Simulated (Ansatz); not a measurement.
## HfN(001): from terraces to steps

Level of theory: DFT PBEsol, scalar-relativistic, plane waves, PAW in Ansatz.

Cutoff 420 eV, Γ-centred meshes of like density (3×8×1 for the 36-atom cell), Gaussian smearing of 0.10 eV, energies at zero smearing and 0 K, each start's symmetry kept, no spin polarisation.

A (001) slab of relaxed bulk HfN (Fm-3m, 11.40 Å³/atom, gap on the mesh 0.00 eV), 3 planes in a 3×1 cell with the lowest 1 held; added atoms sit on lattice sites of the next plane. A dipole correction is on. The surface energy is the mean of the held and the free face; step energies are per length and the mean of the stripe's two steps, which run along the cube edge; step and island energies count from the flat slab and bulk atoms.

The flat slab gives a surface energy of 1.77 J/m² (110.5 meV/Å²); planes follow at h = 2.25 Å, and an atom takes 5.07 Å² of its plane.

**Question.** Estimate the step energy β from the surface energy and compare with the stripes.

**Answer.** A step opens a strip of height h, so a first guess is γh = 110.5 × 2.25 = 249 meV/Å. Computed: 271 meV/Å for the stripe 1 surface cells wide, 297 meV/Å for the stripe 1.5 surface cells wide, 1.09 and 1.19 of the guess. The step costs about what a strip of the same face would. The two widths differ by 26 meV/Å (before rounding), from step–step interaction and confinement in so narrow a cell, or from the k mesh, which in a metal moves β by several meV/Å. A vicinal face tilted by θ holds tan θ/h steps per length, so its energy per terrace area is γ + (β/h) tan θ for far-apart steps, with β/h = 2.11 J/m².

Slabs of three or four planes are thin, so both faces still feel each other.

Spin-orbit coupling is left out, which matters for the bands of heavy elements. Spin polarisation was left out, and a magnetic state may lie lower.

Small energy differences in metals hang on the k mesh (about 10 mJ/m² or 1 to 2 meV/atom on the mesh of the relaxation).

Cost: 3 runs of about 2.4 core-hours in all, on Intel Xeon 6975P-C (Granite Rapids) (shared hosts).

The near match between step and strip follows from bonding in the rocksalt lattice. A step along the cube edge exposes a riser of the same kind as the terrace, with Hf and N alternating, and cuts the same Hf d–N p bonds per area. Counting nearest-neighbour bonds alone would give exactly γh. Both stripes lie above that, at 1.09 and 1.19 of the guess, probably because edge atoms have already lost a neighbour to the terrace, and each further bond costs more as the remaining ones carry more of the cohesion. The rise with width can't be assigned to this effect, and two widths don't fix the isolated-step limit.

If β/h stays above γ for distant steps, a face tilted about the cube edge gains nothing over a staircase of cube facets, which suggests crystals with sharp edges at low temperature. Steps along the face diagonal, whose edges can consist of a single species, may behave quite differently.
